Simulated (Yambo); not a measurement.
# Si (Fd-3m) in Yambo: notebook, part 2 of 2

Yambo 5.3.0.

## 3. Optical spectrum by the Bethe-Salpeter equation, PBE

bse2.in reads:

```
optics
bse
bss
rim_cut
em1s
RandQpts= 1000000
RandGvec= 50 RL
Chimod= "HARTREE"
% BndsRnXs
 1 | 19 |
%
NGsBlkXs= 3 Ry
% LongDrXs
 1 | 1 | 1 |
%
BSKmod= "SEX"
BSEmod= "retarded"
BSSmod= "d"
% BSEQptR
 1 | 1 |
%
% BSEBands
 2 | 7 |
%
BSENGexx= 30 Ry
BSENGBlk= 3 Ry
% BEnRange
 0 | 15 | eV
%
% BDmRange
 0.1 | 0.1 | eV
%
BEnSteps= 300
% BLongDir
 1 | 1 | 1 |
%
BSEprop= "abs"
WRbsWF
% KfnQP_E
 0.52 | 1.0 | 1.0 |
%
```

scf.in reads:

```
&CONTROL
  calculation = 'scf'
  prefix = 'pwscf'
  outdir = './tmp'
  pseudo_dir = './pseudo'
/
&SYSTEM
  ibrav = 0
  nat = 2
  ntyp = 1
  ecutwfc = 70
  nbnd = 9
  occupations = 'smearing'
  smearing = 'fd'
  degauss = 0.00367493
  force_symmorphic = .true.
/
&ELECTRONS
  conv_thr = 4d-10
  electron_maxstep = 120
  mixing_beta = 0.5
/
ATOMIC_SPECIES
Si    28.0850 14_Si_4_1.9_1.9_pbe_n_v1.0.upf
CELL_PARAMETERS angstrom
   0.0000000000    2.7218511865    2.7218511865
   2.7218511865    0.0000000000    2.7218511865
   2.7218511865    2.7218511865    0.0000000000
ATOMIC_POSITIONS angstrom
Si     2.7218511865    2.7218511865    2.7218511865
Si     4.0827767798    4.0827767798    4.0827767798
K_POINTS automatic
8 8 8 0 0 0
```

nscf.in reads:

```
&CONTROL
  calculation = 'nscf'
  prefix = 'pwscf'
  outdir = './tmp'
  pseudo_dir = './pseudo'
/
&SYSTEM
  ibrav = 0
  nat = 2
  ntyp = 1
  ecutwfc = 70
  nbnd = 54
  occupations = 'fixed'
  force_symmorphic = .true.
/
&ELECTRONS
  conv_thr = 1d-08
  diago_full_acc = .true.
  diago_thr_init = 1d-06
/
ATOMIC_SPECIES
Si    28.0850 14_Si_4_1.9_1.9_pbe_n_v1.0.upf
CELL_PARAMETERS angstrom
   0.0000000000    2.7218511865    2.7218511865
   2.7218511865    0.0000000000    2.7218511865
   2.7218511865    2.7218511865    0.0000000000
ATOMIC_POSITIONS angstrom
Si     2.7218511865    2.7218511865    2.7218511865
Si     4.0827767798    4.0827767798    4.0827767798
K_POINTS automatic
6 6 6 0 0 0
```

Potentials or basis: SPMS 1.0 PBE.

Command:

```sh
$ OMP_NUM_THREADS=1 pw.x -in scf.in > scf.out
$ OMP_NUM_THREADS=1 pw.x -in nscf.in > nscf.out
$ cd tmp/pwscf.save; p2y; mv SAVE ../..; cd ../..
$ OMP_NUM_THREADS=1 yambo
$ mkdir -p bse2; ln -s $PWD/bse1/ndb.em1s* bse2/
$ mkdir -p bse2; ln -s $PWD/g0w00/ndb.RIM bse2/
$ OMP_NUM_THREADS=1 yambo -F bse2.in -J bse2 -C bse2_out
$ OMP_NUM_THREADS=1 ypp -J bse2 -C bse2_out -e s -b 1
```

Yambo's report:

```text
[... sections 02.01 to 02.04 as in the set-up run ...]

  [02.05] Energies & Occupations
  ==============================

  [X] === General ===
  [X] Electronic Temperature                        :  0.000000  0.000000 [eV K]
  [X] Bosonic    Temperature                        :  0.000000  0.000000 [eV K]
  [X] Finite Temperature mode                       : no
  [X] El. density                                   :  0.19837E+24 [cm-3]
  [X] Fermi Level                                   :  6.155867 [eV]

  [X] === Gaps and Widths ===
  [X] Conduction Band Min                           :  0.722609 [eV]
  [X] Valence Band Max                              :  0.000000 [eV]
  [X] Filled Bands                                  :   4
  [X] Empty Bands                                   :    5   54
  [X] Direct Gap                                    :  2.551948 [eV]
  [X] Direct Gap localized at k                     :  1
  [X] Indirect Gap                                  :  0.722609 [eV]
  [X] Indirect Gap between kpts                     :   1  13
  [X] Last valence band width                       :  3.618964 [eV]
  [X] 1st conduction band width                     :  2.637216 [eV]

 [03] Transferred momenta grid and indexing
 ==========================================

 IBZ Q-points                                      :  16
 BZ  Q-points                                      :  216

 K/Q-points units:
 rlu = crystal or reduced units; cc = cartesian coordinates; iku = interal k-units

 Q [ 1]         [rlu]:  0.000000  0.000000  0.000000
[... 200 lines left out ...]
     [SOC] Perturbative SOC                           : no
     [K] Kernel long-range exchange                   : BAR

    [08.01.05.03] Wave-Function Phases
    ==================================

    [BSE] WF phases found       :  63.82378 [o/o]

   [08.01.06] BSE solver(s) @q1
   ============================

   [08.01.07] Diago Solver @q1
   ===========================

   [WR./bse2//ndb.BS_diago_Q1]-----------------------------------------------------
    BS kernel          energies                      : Perdew, Burke & Ernzerhof(X)+Perdew, Burke & Ernzerhof(C)+ user defined corrections @E
    [K] Identifier                                   :   5397
    [K] Dimension                                    :  1944
    [K] Bands                                        :   2   7
    [K] Exchange                                     : yes [res]
    [K] Correlation                                  : yes [res]
    [K] Kernel`s coupling                            : no
    [K] Exchange                                     : no [cpl]
    [K] Correlation                                  : no [cpl]
    [K] W interaction is bare                        : no
    [K] ALDA kernel in R-space                       : no
    [K] RL vectors                                   :   821 [exchange]
    [K] RL vectors                                   :   51 [correlation]
    [K] E/h energy range                             : -1.000000 -1.000000 [eV]
    [K] Coupling range                               :  100.0000  100.0000 [o/o]
    [W] Interaction is diagonal                      : no
    [W] Matrix size                                  :   51
    [W] Bands                                        :   1  19
    [W] e/h energy range                             : -1.000000 -1.000000 [eV]
    [W] Poles                                        :  100.0000 [o/o]
    [W] RL vectors in the sum                        :   3479
    [W] [r,Vnl] included                             : yes
    [W] Field direction                              :  0.577350E-5  0.577350E-5  0.577350E-5
    [W] Coulomb Cutoff                               : none
    [W] Hxc Kernel                                   : HARTREE
    [RIM] RL components                              :   51 [col]
    [RIM] Random points                              :  1000000 [col]
    [SOC] Perturbative SOC                           : no
    [K] Kernel long-range exchange                   : BAR
    [BSS] Eigenstates included                       : yes
    [BSS] Field direction                            :  0.577350E-5  0.577350E-5  0.577350E-5
    [BSS] Eigenstates computed                       :  1944
    [BSS] Number of BSE matrices                     :  1
```

o-bse2.eps_q1_diago_bse:

```text
# Absorption @ Q(1):  0.577350269     0.577350269     0.577350269    [q->0 direction]
#
[... 52 lines left out ...]
#
        0.000000           0.000000           15.91661           0.000000           14.35443
        0.050167           0.012091           15.91963           0.008640           14.35659
        0.100334           0.024215           15.92870           0.017299           14.36308
        0.150502           0.036405           15.94385           0.025997           14.37390
        0.200669           0.048694           15.96511           0.034751           14.38909
        0.250836           0.061116           15.99255           0.043583           14.40868
[... 292 lines left out ...]
        14.94983           0.018877          -0.160968           0.024424          -0.291957
        15.00000           0.018526          -0.151647           0.023047          -0.282681
#
```

What came out:

* Band gap on the k mesh, mean-field level: 0.72 eV, indirect (least direct gap 2.55 eV)
* Exciton binding energy: 0.12 eV
* Lowest exciton energy: 2.95 eV
* Lowest bright exciton energy: 2.95 eV

Dielectric function (along the field direction of the input):
```
energy (eV)  real part  imaginary part
       0.25      15.99            0.06
       1.00      17.24            0.29
       1.76      21.06            0.83
       2.56      36.64            4.93
       3.31      -3.97           25.88
       4.11     -42.80           32.94
       4.87     -10.07           11.10
       5.67      -5.34            2.90
       6.42      -1.83            7.14
       7.22      -6.05            2.28
       7.98      -5.06            1.14
       8.78      -2.67            0.45
       9.53      -2.20            0.39
      10.33      -1.48            0.43
      11.09      -1.40            0.20
      11.89      -1.05            0.07
      12.64      -0.66            0.06
      13.44      -0.59            0.13
      14.20      -0.32            0.03
      15.00      -0.15            0.02
```

Lowest exciton energies (eV): 2.95, 2.95, 2.95, 2.95, 2.95, 2.95, 2.97, 2.97

Excitons:
```csv
energy (eV),strength (relative to the strongest)
2.952,3.2e-08
2.952,1.2e-08
2.952,1.3e-07
2.954,0.047
2.954,0.023
2.954,0.25
2.966,1.1e-10
2.966,4.6e-11
2.970,2.5e-10
3.062,0.014
3.062,0.057
3.062,0.82
```

Caveat: this k mesh misses the band edges, so its gaps are larger than the crystal's; the scissor is the correction of the direct gap in an earlier G0W0 run on the same states; exciton energies and binding change strongly with the k mesh and aren't converged on this one; spectra need much finer meshes, so this one isn't converged.

## 4. Optical spectrum by the Bethe-Salpeter equation, PBE

bse3.in reads:

```
optics
bse
bss
rim_cut
em1s
RandQpts= 1000000
RandGvec= 50 RL
Chimod= "HARTREE"
% BndsRnXs
 1 | 19 |
%
NGsBlkXs= 3 Ry
% LongDrXs
 1 | 1 | 1 |
%
BSKmod= "SEX"
BSEmod= "retarded"
BSSmod= "h"
% BSEQptR
 1 | 1 |
%
% BSEBands
 2 | 8 |
%
BSENGexx= 20 Ry
BSENGBlk= 3 Ry
% BEnRange
 0 | 15 | eV
%
% BDmRange
 0.1 | 0.1 | eV
%
BEnSteps= 300
% BLongDir
 1 | 1 | 1 |
%
BSEprop= "abs"
BSHayTrs= -0.02
% KfnQP_E
 0.52 | 1.0 | 1.0 |
%
```

scf.in is that of step 3.

nscf.in is that of step 3.

Potentials or basis: SPMS 1.0 PBE.

Command:

```sh
$ OMP_NUM_THREADS=1 pw.x -in scf.in > scf.out
$ OMP_NUM_THREADS=1 pw.x -in nscf.in > nscf.out
$ cd tmp/pwscf.save; p2y; mv SAVE ../..; cd ../..
$ OMP_NUM_THREADS=1 yambo
$ mkdir -p bse3; ln -s $PWD/bse1/ndb.em1s* bse3/
$ mkdir -p bse3; ln -s $PWD/g0w00/ndb.RIM bse3/
$ OMP_NUM_THREADS=1 yambo -F bse3.in -J bse3 -C bse3_out
```

Yambo's report:

```text
[... sections 02.01 to 02.04 as in the set-up run ...]

  [02.05] Energies & Occupations
  ==============================

  [X] === General ===
  [X] Electronic Temperature                        :  0.000000  0.000000 [eV K]
  [X] Bosonic    Temperature                        :  0.000000  0.000000 [eV K]
  [X] Finite Temperature mode                       : no
  [X] El. density                                   :  0.19837E+24 [cm-3]
  [X] Fermi Level                                   :  6.155867 [eV]

  [X] === Gaps and Widths ===
  [X] Conduction Band Min                           :  0.722609 [eV]
  [X] Valence Band Max                              :  0.000000 [eV]
  [X] Filled Bands                                  :   4
  [X] Empty Bands                                   :    5   54
  [X] Direct Gap                                    :  2.551948 [eV]
  [X] Direct Gap localized at k                     :  1
  [X] Indirect Gap                                  :  0.722609 [eV]
  [X] Indirect Gap between kpts                     :   1  13
  [X] Last valence band width                       :  3.618964 [eV]
  [X] 1st conduction band width                     :  2.637216 [eV]

 [03] Transferred momenta grid and indexing
 ==========================================

 IBZ Q-points                                      :  16
 BZ  Q-points                                      :  216

 K/Q-points units:
[... 170 lines left out ...]
     Coulomb cutoff potential                         : none
     Parallel CPUs
     Parallel Roles
     Fragmentation                                    : no
     BS kernel          wavefunctions                 : Perdew, Burke & Ernzerhof(X)+Perdew, Burke & Ernzerhof(C)
     Static diel. fun.  energies                      : Perdew, Burke & Ernzerhof(X)+Perdew, Burke & Ernzerhof(C)
     wavefunctions                                    : Perdew, Burke & Ernzerhof(X)+Perdew, Burke & Ernzerhof(C)
     [K] Identifier                                   :   4472
     [K] Dimension                                    :  2592
     [K] Bands                                        :   2   8
     [K] Exchange                                     : yes [res]
     [K] Correlation                                  : yes [res]
     [K] Kernel`s coupling                            : no
     [K] Exchange                                     : no [cpl]
     [K] Correlation                                  : no [cpl]
     [K] W interaction is bare                        : no
     [K] ALDA kernel in R-space                       : no
     [K] RL vectors                                   :   459 [exchange]
     [K] RL vectors                                   :   51 [correlation]
     [K] E/h energy range                             : -1.000000 -1.000000 [eV]
     [K] Coupling range                               :  100.0000  100.0000 [o/o]
     [W] Interaction is diagonal                      : no
     [W] Matrix size                                  :   51
     [W] Bands                                        :   1  19
     [W] e/h energy range                             : -1.000000 -1.000000 [eV]
     [W] Poles                                        :  100.0000 [o/o]
     [W] RL vectors in the sum                        :   3479
     [W] [r,Vnl] included                             : yes
     [W] Field direction                              :  0.577350E-5  0.577350E-5  0.577350E-5
     [W] Coulomb Cutoff                               : none
     [W] Hxc Kernel                                   : HARTREE
     [RIM] RL components                              :   51 [col]
     [RIM] Random points                              :  1000000 [col]
     [SOC] Perturbative SOC                           : no
     [K] Kernel long-range exchange                   : BAR

    [08.01.05.03] Wave-Function Phases
    ==================================

    [BSE] WF phases found       :  65.30878 [o/o]

   [08.01.06] BSE solver(s) @q1
   ============================

   [08.01.07] Haydock Solver in the optics basis @q1 using the hermitian scheme
   ============================================================================

   Accuracy (requested)      : -0.020000 [o/o]
   Accuracy (reached)        :  0.018083 [o/o]
   Iterations                :   87
```

o-bse3.eps_q1_haydock_bse:

```text
# Absorption @ Q(1):  0.577350269     0.577350269     0.577350269    [q->0 direction]
#
[... 60 lines left out ...]
        0.100334           0.024814           16.30723           0.017541           14.65065           0.024814           16.30723
        0.150502           0.037306           16.32275           0.026359           14.66162           0.037306           16.32275
        0.200669           0.049899           16.34454           0.035236           14.67703           0.049899           16.34454
        0.250836           0.062630           16.37266           0.044190           14.69689           0.062630           16.37266
[... 292 lines left out ...]
        14.94983           0.043122          -0.277744           0.043223          -0.403300           0.043122          -0.277744
        15.00000           0.035438          -0.264441           0.037705          -0.395680           0.035438          -0.264441
#
```

What came out:

| Quantity | Value |
| --- | --- |
| Band gap on the k mesh, mean-field level | 0.72 eV, indirect (least direct gap 2.55 eV) |

Dielectric function (along the field direction of the input):
```
energy (eV)  real part  imaginary part
       0.25      16.37            0.06
       0.75      17.03            0.21
       1.25      18.55            0.42
       1.76      21.57            0.85
       2.26      28.22            2.13
       2.76      51.49           13.40
       3.26      -7.18           30.98
       3.76      32.23           39.74
       4.31     -29.48           11.07
       4.82      -9.08            9.18
       5.32      -8.91            2.44
       5.82      -3.51            4.71
       6.32      -1.91            4.82
       6.82      -7.01            8.08
       7.32      -5.74            2.63
       7.88      -5.74            1.52
       8.38      -3.68            0.85
       8.88      -2.65            0.74
       9.38      -2.44            0.63
       9.88      -2.27            0.47
      10.38      -1.42            0.59
      10.89      -1.46            1.26
      11.44      -1.43            0.55
      11.94      -1.25            0.12
      12.44      -0.88            0.06
      12.94      -0.60            0.18
      13.44      -0.72            0.28
      13.95      -0.56            0.06
      14.45      -0.37            0.04
      15.00      -0.26            0.04
```

Caveat: this k mesh misses the band edges, so its gaps are larger than the crystal's; the scissor is the correction of the direct gap in an earlier G0W0 run on the same states; exciton energies and binding change strongly with the k mesh and aren't converged on this one; spectra need much finer meshes, so this one isn't converged.
